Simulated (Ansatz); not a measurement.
**ZrO$_{2}$: frozen normal mode**

Theory: DFT PBE, scalar-relativistic, plane waves, PAW in Ansatz 0.2.0. The runs took a 420 eV cutoff, a Γ-centred 6×6×4 mesh and Gaussian smearing (0.05 eV). No spin polarisation. Energies are free energies at this smearing, counted from the undisturbed cell; pressure is positive in compression.

The starting cell (relaxed at this level; this form isn't the usual structure):

```
CELL_PARAMETERS angstrom
3.62107 0.00000 0.00000
0.00000 3.62107 0.00000
0.00000 0.00000 5.28246
ATOMIC_POSITIONS crystal
Zr 0.00000 0.00000 0.00000
Zr 0.50000 0.50000 0.50000
O 0.00000 0.50000 0.19279
O 0.00000 0.50000 0.69279
O 0.50000 0.00000 0.30721
O 0.50000 0.00000 0.80721
```

A zone-centre mode of this cell is frozen in: each atom moves by x times its row below, so x is the largest displacement.
```
atom ux uy uz
 Zr1  0.000  0.000   0.000
 Zr2  0.000  0.000   0.000
  O3  0.000  0.000  -1.000
  O4  0.000  0.000  -1.000
  O5  0.000  0.000   1.000
  O6  0.000  0.000   1.000
```

```csv
x (Å),ΔE (meV/cell)
-0.1200,115.0
-0.0900,70.4
-0.0600,33.7
-0.0300,9.0
0.0000,0.0
0.0300,10.0
0.0600,42.2
0.0900,99.0
0.1050,137.5
0.1200,182.9
```

Question: Predict the gap on the mesh (eV) at each point.

Answer:
```csv
x (Å),gap on the mesh (eV)
-0.1200,3.72
-0.0900,3.82
-0.0600,3.93
-0.0300,3.99
0.0000,4.06
0.0300,4.04
0.0600,4.03
0.0900,4.02
0.1050,4.02
0.1200,4.02
```